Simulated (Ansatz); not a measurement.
Write the native input for Ansatz 0.2.0 that does the following.

```
Task                : relaxation of cell and atoms
Functional          : PBEsol
Dispersion          : D4
Potentials or basis : Ansatz PAW
Cutoff              : 420 eV (not typed: the program's choice for these potentials)
k mesh              : 10 × 10 × 10
Occupations         : fermi-dirac, width 0.05 eV
Spin                : no spin polarisation
```

The system is As.

```
As
1.0
     2.70368    0.00000    0.00000
     0.00000    2.70368    0.00000
     0.00000    0.00000    2.70368
As
1
Cartesian
  1.3518 1.3518 1.3518
```

This isn't the form of As at room conditions, which is rhombohedral.

These files were run (other wordings do the same):

input.yaml

```yaml
crystal:
  lattice:
    - [2.7036817444, 0.0, 0.0]
    - [0.0, 2.7036817444, 0.0]
    - [0.0, 0.0, 2.7036817444]
  atoms:
    - { symbol: As, position: [0.5, 0.5, 0.5] }
hamiltonian:
  xc: pbesol
  pseudopotentials: { kind: paw }
  dispersion: d4
kpoints:
  mp_grid: { grid: [10, 10, 10] }
scf:
  occupations: { method: fermi_dirac, width: 0.05 }
output:
  forces: true
  stress: true
  eigenvalues: true
relax:
  f_tol: 0.01
  max_steps: 40
  cell: { stress_tol: 0.05 }
```

Potentials or basis: Ansatz PAW.

Launch:

```sh
$ ansatz run input.yaml --threads 2 --pin off --max-ram 5632MiB --backend cpu --events-out ev --progress --plain --runs-dir out
```

Results of the run:

```
Relaxed volume                         : 18.95 Å³/atom
Relaxed cell                           : a = 2.666 Å, b = 2.666 Å, c = 2.666 Å, α = 90.00°, β = 90.00°, γ = 90.00°
Space group after relaxing (to 0.05 Å) : Pm-3m (No. 221)
Energy gained by relaxing              : 9.7 meV/atom
Ionic steps                            : 5
Pressure after relaxing                : 0.0 GPa
Band gap on the k mesh                 : none (metal or under the smearing width)
```

Caveat: the plane-wave basis is chosen anew once the cell has moved, so the energies of steps on either side of that aren't comparable; pairwise dispersion overbinds metals, which lowers pressure and volume; the PAW data sets come from PBE, with cores solved anew for the run's functional, which leaves a small shift of forces and pressure.

Run time: 2.6 s on 2 threads of Arm Neoverse V2, with other jobs on the host, peak memory 0.27 GiB.
